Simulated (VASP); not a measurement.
# Au in VASP: work function with PBE+D3(BJ)

Aim: the work function of Au with PBE+D3(BJ).

Everything below comes from runs of VASP 6.6.1. Logs are shortened: lines on timing, memory, paths and dates and some standing lists are left out, and cuts for length are marked.

**1. The slab as given**

The cell holds a slab with vacuum, 8 atoms: a = 3.913 Å, b = 3.913 Å, c = 29.571 Å, α = 90.00°, β = 90.00°, γ = 90.00°.

The cell was built by a generator and needn't be a form met in nature.

**2. Work function, PBE+D3(BJ)**

INCAR reads:

```
SYSTEM = Au
PREC = Accurate
ENCUT = 520
EDIFF = 1E-6
ISMEAR = 1
SIGMA = 0.1
LREAL = .FALSE.
LASPH = .TRUE.
NELM = 60
ALGO = Fast
ISIF = 2
LWAVE = .FALSE.
LCHARG = .TRUE.
LDIPOL = .TRUE.
IDIPOL = 3
DIPOL = 0.5 0.5 0.500
GGA = PE
IVDW = 12
LVHAR = .TRUE.
LVACPOTAV = .TRUE.
KPAR = 2
```

KPOINTS reads:

```
regular mesh
0
G
  9 9 1
  0 0 0
```

POSCAR reads:

```
Au                                      
1.0
    3.9129900000      0.0000000000      0.0000000000
    0.0000000000      3.9129900000      0.0000000000
    0.0000000000      0.0000000000     29.5706509800
  Au            
     8
Direct
     0.5000000000000000    0.5000000000000000    0.3881056312538512
     0.0000000000000000    0.0000000000000000    0.3881056312538512
     0.0000000000000000    0.5000000000000000    0.4627955960113710
     0.5000000000000000    0.0000000000000000    0.4627955960113710
     0.5000000000000000    0.5000000000000000    0.5372044039886290
     0.0000000000000000    0.0000000000000000    0.5372044039886290
     0.0000000000000000    0.5000000000000000    0.6118943687461487
     0.5000000000000000    1.0000000000000000    0.6118943687461487
```

Potentials or basis: VASP PAW PBE potentials, release 64 (Au).

Command:

```console
$ cat potpaw_PBE.64/Au/POTCAR > POTCAR
$ mpirun -np 2 vasp_std > vasp.out
```

OUTCAR:

```text
SYSTEM = Au
   PREC = Accurate
   ENCUT = 520
   EDIFF = 1E-6
   ISMEAR = 1
   LREAL = .FALSE.
   LASPH = .TRUE.
   NELM = 60
   ISIF = 2
   GGA = PE
   IVDW = 12
 IVDW          = 12

 ion  position               nearest neighbor table
   1  0.500  0.500  0.388-   2 2.77   2 2.77   2 2.77   2 2.77   4 2.95   4 2.95   3 2.95   3 2.95

   2  0.000  0.000  0.388-   1 2.77   1 2.77   1 2.77   1 2.77   3 2.95   4 2.95   4 2.95   3 2.95

   3  0.000  0.500  0.463-   4 2.77   4 2.77   4 2.77   4 2.77   6 2.94   6 2.94   5 2.94   5 2.94
                             1 2.95   2 2.95   2 2.95   1 2.95
   4  0.500  0.000  0.463-   3 2.77   3 2.77   3 2.77   3 2.77   5 2.94   6 2.94   6 2.94   5 2.94
                             2 2.95   1 2.95   2 2.95   1 2.95
   5  0.500  0.500  0.537-   6 2.77   6 2.77   6 2.77   6 2.77   4 2.94   3 2.94   3 2.94   4 2.94
                             7 2.95   8 2.95   7 2.95   8 2.95
   6  0.000  0.000  0.537-   5 2.77   5 2.77   5 2.77   5 2.77   4 2.94   4 2.94   3 2.94   3 2.94
                             7 2.95   8 2.95   8 2.95   7 2.95
   7  0.000  0.500  0.612-   8 2.77   8 2.77   8 2.77   8 2.77   6 2.95   5 2.95   5 2.95   6 2.95

   8  0.500  0.000  0.612-   7 2.77   7 2.77   7 2.77   7 2.77   6 2.95   6 2.95   5 2.95   5 2.95

  LATTYP: Found a simple tetragonal cell.
 ALAT       =     3.9129900000
 C/A-ratio  =     7.5570474190

  Lattice vectors:

 A1 = (   3.9129900000,   0.0000000000,   0.0000000000)
 A2 = (   0.0000000000,   3.9129900000,   0.0000000000)
 A3 = (   0.0000000000,   0.0000000000,  29.5706509800)

Analysis of symmetry for initial positions (statically):
=====================================================================
 Subroutine PRICEL returns following result:

  LATTYP: Found a simple tetragonal cell.
 ALAT       =     2.7669017637
 C/A-ratio  =    10.6872789514

  Lattice vectors:

 A1 = (   1.9564950000,  -1.9564950000,   0.0000000000)
 A2 = (   1.9564950000,   1.9564950000,   0.0000000000)
 A3 = (   0.0000000000,   0.0000000000,  29.5706509800)

   2 primitive cells build up your supercell.

 Routine SETGRP: Setting up the symmetry group for a
 simple tetragonal supercell.

 Subroutine GETGRP returns: Found 16 space group operations
 (whereof  8 operations were pure point group operations)
 out of a pool of 16 trial point group operations.

The static configuration has the point symmetry C_4v.
 The point group associated with its full space group is D_4h.

Analysis of symmetry for dynamics (positions and initial velocities):
=====================================================================
 Subroutine PRICEL returns following result:

  LATTYP: Found a simple tetragonal cell.
 ALAT       =     2.7669017637
 C/A-ratio  =    10.6872789514

  Lattice vectors:

 A1 = (   1.9564950000,  -1.9564950000,   0.0000000000)
 A2 = (   1.9564950000,   1.9564950000,   0.0000000000)
 A3 = (   0.0000000000,   0.0000000000,  29.5706509800)

   2 primitive cells build up your supercell.

 Routine SETGRP: Setting up the symmetry group for a
 simple tetragonal supercell.

 Subroutine GETGRP returns: Found 16 space group operations
 (whereof  8 operations were pure point group operations)
 out of a pool of 16 trial point group operations.

The dynamic configuration has the point symmetry C_4v.
 The point group associated with its full space group is D_4h.

 Subroutine INISYM returns: Found 16 space group operations
 (whereof  8 operations are pure point group operations),
 and found     2 'primitive' translations

----------------------------------------------------------------------------------------

                                     Primitive cell

  volume of cell :     226.3854

  direct lattice vectors                    reciprocal lattice vectors
     1.956495000 -1.956495000  0.000000000     0.255559048 -0.255559048  0.000000000
     1.956495000  1.956495000  0.000000000     0.255559048  0.255559048  0.000000000
     0.000000000  0.000000000 29.570650980     0.000000000  0.000000000  0.033817314

  length of vectors
     2.766901764  2.766901764 29.570650980     0.361415072  0.361415072  0.033817314

  position of ions in fractional coordinates (direct lattice)
     0.000000000  0.000000000  0.388105631
     0.500000000  0.500000000  0.462795596
     0.000000000  0.000000000  0.537204404
     0.500000000  0.500000000  0.611894369

  ion indices of the primitive-cell ions
   primitive index   ion index
                 1           1
                 2           3
                 3           5
                 4           7

----------------------------------------------------------------------------------------

 KPOINTS: regular mesh

Automatic generation of k-mesh.
 Grid dimensions read from file:
 generate k-points for:    9    9    1

 Generating k-lattice:

  Cartesian coordinates                     Fractional coordinates (reciprocal lattice)
     0.028395450  0.000000000  0.000000000     0.111111111  0.000000000  0.000000000
     0.000000000  0.028395450  0.000000000     0.000000000  0.111111111  0.000000000
     0.000000000  0.000000000  0.033817314     0.000000000  0.000000000  1.000000000

  Length of vectors
     0.028395450  0.028395450  0.033817314

  Shift w.r.t. Gamma in fractional coordinates (k-lattice)
     0.000000000  0.000000000  0.000000000

 Subroutine IBZKPT returns following result:
 ===========================================

 Found     15 irreducible k-points:

 Following reciprocal coordinates:
            Coordinates               Weight
  0.000000  0.000000  0.000000      1.000000
  0.111111  0.000000  0.000000      4.000000
  0.222222  0.000000  0.000000      4.000000
  0.333333  0.000000  0.000000      4.000000
  0.444444  0.000000  0.000000      4.000000
  0.111111  0.111111  0.000000      4.000000
  0.222222  0.111111  0.000000      8.000000
  0.333333  0.111111  0.000000      8.000000
  0.444444  0.111111  0.000000      8.000000
  0.222222  0.222222  0.000000      4.000000
  0.333333  0.222222  0.000000      8.000000
  0.444444  0.222222  0.000000      8.000000
  0.333333  0.333333  0.000000      4.000000
  0.444444  0.333333  0.000000      8.000000
  0.444444  0.444444  0.000000      4.000000
   k-points           NKPTS =     15   k-points in BZ     NKDIM =     15   number of bands    NBANDS=     52
   number of dos      NEDOS =    301   number of ions     NIONS =      8
   total plane-waves  NPLWV = 201600
   dimension x,y,z NGX =    30 NGY =   30 NGZ =  224
   dimension x,y,z NGXF=    60 NGYF=   60 NGZF=  448
   ions per type =               8
   NGX,Y,Z   is equivalent  to a cutoff of  12.75, 12.75, 12.59 a.u.
   NGXF,Y,Z  is equivalent  to a cutoff of  25.49, 25.49, 25.19 a.u.
 SYSTEM =  Au
   PREC   = accura    normal or accurate (medium, high low for compatibility)
   ISTART =      0    job   : 0-new  1-cont  2-samecut
   ICHARG =      2    charge: 1-file 2-atom 10-const
   ISPIN  =      1    spin polarized calculation?
   LNONCOLLINEAR =      F non collinear calculations
   LSORBIT =      F    spin-orbit coupling
   LASPH  =      T    aspherical Exc in radial PAW
   ENCUT  =  520.0 eV  38.22 Ry    6.18 a.u.   7.28  7.28 54.98*2*pi/ulx,y,z
   NELM   =     60;   NELMIN=  2; NELMDL= -5     # of ELM steps
   EDIFF  = 0.1E-05   stopping-criterion for ELM
   LREAL  =      F    real-space projection
   EDIFFG = 0.1E-04   stopping-criterion for IOM
   NSW    =      0    number of steps for IOM
   IBRION =     -1    ionic relax: 0-MD 1-quasi-New 2-CG
   NFREE  =      0    steps in history (QN), initial steepest desc. (CG)
   ISIF   =      2    stress and relaxation
   ISYM   =      2    0-nonsym 1-usesym 2-fastsym
   POTIM  = 0.5000    time-step for ionic-motion
   TEBEG  =    0.0;   TEEND  =   0.0 temperature during run
   PSTRESS=    0.0 pullay stress
   NELECT =      88.0000    total number of electrons
   NUPDOWN=      -1.0000    fix difference up-down
   EMIN   =  10.00;   EMAX   =-10.00  energy-range for DOS
   EFERMI =   0.00;   METHOD = LEGACY
   ISMEAR =     1;   SIGMA  =   0.10  broadening in eV -4-tet -1-fermi 0-gaus
   EFERMI_NEDOS =   21; number of points for ismear=-14 and -15
   IALGO  =     68    algorithm
   IMIX   =      4    mixing-type and parameters
     AMIX     =   0.40;   BMIX     =  1.00
     AMIX_MAG =   1.60;   BMIX_MAG =  1.00
  volume/ion in A,a.u.               =      56.60       381.93
  Fermi-wavevector in a.u.,A,eV,Ry     =   0.948294  1.792016 12.235192  0.899261
  Thomas-Fermi vector in A             =   2.076469
   LORBIT       =      0    0 simple, 1 ext, 2 COOP (PROOUT), +10 PAW based schemes
   GGA     = PE    functional components
   LHFCALC =     F    Hartree Fock is set to
   AEXX    =    0.0000 exact exchange contribution
   IVDW    =    12    specifies the selected vdW correction
   LEPSILON=     F    determine dielectric tensor
   LRPA    =     F    only Hartree local field effects (RPA)
 non-spin polarized calculation
 RMM-DIIS sequential band-by-band and
 Methfessel and Paxton  Order N= 1 SIGMA  =   0.10
  energy-cutoff  :      520.00
  volume of cell :      452.77
 maximum number of plane-waves:     12241
 NGX is ok and might be reduce to    30
   NGX = 15   NGY = 15   NGZ =109

 number of electron      87.9999999 magnetization

 dipolmoment           0.000000      0.000000     -0.000000 electrons x Angstroem

 Free energy of the ion-electron system (eV)
  ---------------------------------------------------
  ext. energy  EPLUGINS =         0.00000000
  ---------------------------------------------------
  free energy    TOTEN  =       -23.96360616 eV

  energy without entropy =      -23.96158511  energy(sigma->0) =      -23.96293248

 E-fermi :  -0.8303     XC(G=0):  -4.4016

 val. band max:       -0.8720633255   @ k =   0.2222   0.0000   0.0000
 cond. band min:      -0.8003349193   @ k =   0.4444   0.3333   0.0000
 fundamental gap:      0.0717284062
 Fermi energy:        -0.8302790621

 k-point     1 :       0.0000    0.0000    0.0000
  band No.  band energies     occupation
      1     -10.1422      2.00000
      2      -8.7671      2.00000
      3      -7.7458      2.00000
      4      -7.5927      2.00000
      5      -7.5370      2.00000
      6      -7.5370      2.00000
[... 814 lines left out ...]
     51       2.2105      0.00000
     52       2.4487      0.00000

------------------------ aborting loop because EDIFF is reached ----------------------------------------

 Edisp (eV)   -3.97026

 E8    (eV) :    -1.8523

  FORCE on cell =-STRESS in cart. coord.  units (eV):
  Direction    XX          YY          ZZ          XY          YZ          ZX
  --------------------------------------------------------------------------------------
  -------------------------------------------------------------------------------------
  Total       1.78510     1.78510    -0.02083     0.00000    -0.00000     0.00000
  in kB       6.31677     6.31677    -0.07370     0.00000    -0.00000     0.00000
  external pressure =        4.19 kB  Pullay stress =        0.00 kB

 VOLUME and BASIS-vectors are now :
 -----------------------------------------------------------------------------
  energy-cutoff  :      520.00
  volume of cell :      452.77
      direct lattice vectors                 reciprocal lattice vectors
     3.912990000  0.000000000  0.000000000     0.255559048  0.000000000  0.000000000
     0.000000000  3.912990000  0.000000000     0.000000000  0.255559048  0.000000000
     0.000000000  0.000000000 29.570650980     0.000000000  0.000000000  0.033817314

 POSITION                                       TOTAL-FORCE (eV/Angst)
 -----------------------------------------------------------------------------------
      1.95650      1.95650     11.47654         0.000000     -0.000000     -0.010442
      0.00000      0.00000     11.47654        -0.000000     -0.000000     -0.010442
      0.00000      1.95650     13.68517        -0.000000      0.000000      0.009362
      1.95650      0.00000     13.68517        -0.000000     -0.000000      0.009362
      1.95650      1.95650     15.88548        -0.000000      0.000000     -0.009362
      0.00000      0.00000     15.88548        -0.000000     -0.000000     -0.009362
      0.00000      1.95650     18.09411        -0.000000      0.000000      0.010442
      1.95650      0.00000     18.09411        -0.000000      0.000000      0.010442
 -----------------------------------------------------------------------------------
    total drift:                                0.000000     -0.000000     -0.000000

  FREE ENERGIE OF THE ION-ELECTRON SYSTEM (eV)
  ---------------------------------------------------
  free  energy   TOTEN  =       -27.9338645235 eV

  energy  without entropy=      -27.9318434789  energy(sigma->0) =      -27.93319084

 vacuum level on the upper side and lower side of the slab         4.361         4.361
```

Wall time 2.5 min (2 MPI ranks of Intel Xeon 6975P-C (Granite Rapids), shared host); peak memory 0.58 GiB.

Results:

```yaml
Free_energy: -27.9339 eV
Largest_force: 0.010 eV/Å
Band_gap_on_the_k_mesh: none (metal or under the smearing width)
Dispersion_energy_per_atom: -0.496 eV
Work_function_of_the_upper_face: 5.19 eV
Work_function_of_the_lower_face: 5.19 eV
```

Forces on the atoms (eV/Å):
```
Au   0.000  0.000 -0.010
Au   0.000  0.000 -0.010
Au   0.000  0.000  0.009
Au   0.000  0.000  0.009
Au   0.000  0.000 -0.009
Au   0.000  0.000 -0.009
Au   0.000  0.000  0.010
Au   0.000  0.000  0.010
```

Levels at points of the mesh, in eV from the Fermi level:
```tsv
k point	band 42	band 43	band 44	band 45	band 46	band 47
(0.00, 0.00, 0.00)	-0.87	-0.61	-0.61	0.70	2.84	2.84
```

Spin-orbit coupling is left out, which matters for the levels of Au.
